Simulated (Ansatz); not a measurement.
**Nb in Ansatz: convergence with scf exx energy threshold**

Input of the first run (scf exx energy threshold 0.01); the others differ in this setting and in those tied to it:

File input.yaml:

```yaml
crystal:
  lattice:
    - [2.71964, 0.0, 0.0]
    - [0.0, 2.71964, 0.0]
    - [0.0, 0.0, 2.71964]
  atoms:
    - { symbol: Nb, position: [0.5, 0.5, 0.5] }
hamiltonian:
  xc: hse06
  pseudopotentials: { kind: paw }
kpoints:
  mp_grid: { grid: [5, 5, 5] }
scf:
  occupations: { method: methfessel_paxton, width: 0.1 }
  exx: { energy_threshold: 0.01 }
output:
  forces: true
  stress: true
  eigenvalues: true
```

Potentials or basis: Ansatz PAW.

Launch:

```sh
$ ansatz run input.yaml --threads 2 --pin off --max-ram 5632MiB --backend cpu --events-out ev --progress --plain --runs-dir out
```

The cell was built by a generator and needn't be a form met in nature.

Hardware: 2 threads of AMD EPYC 9R45 96-Core Processor (Zen 5) (shared host).

| scf exx energy threshold | energy less the tightest run, at zero smearing (meV/atom) | SCF cycles | CPU time (s) | peak memory (GiB) |
| --- | --- | --- | --- | --- |
| 0.01 | 0.00 | 15 | 4 | 0.56 |
| 0.001 | 0.00 | 15 | 4 | 0.54 |
| 0.0001 | 0.00 | 15 | 4 | 0.57 |
| 1e-05 | 0.00 | 15 | 4.1 | 0.56 |
| 1e-06 | 0.00 | 16 | 4 | 0.57 |
| 1e-07 | 0.00 | 19 | 4.4 | 0.56 |

Against the tightest run, the energy stays within 1 meV/atom from 0.01 on. The tightest run that finished is the yardstick and may itself not be fully converged.

Caveat, for the tightest run too: the k mesh is coarse (spacing up to 0.46 Å⁻¹), so the values aren't converged, least of all with exact exchange.
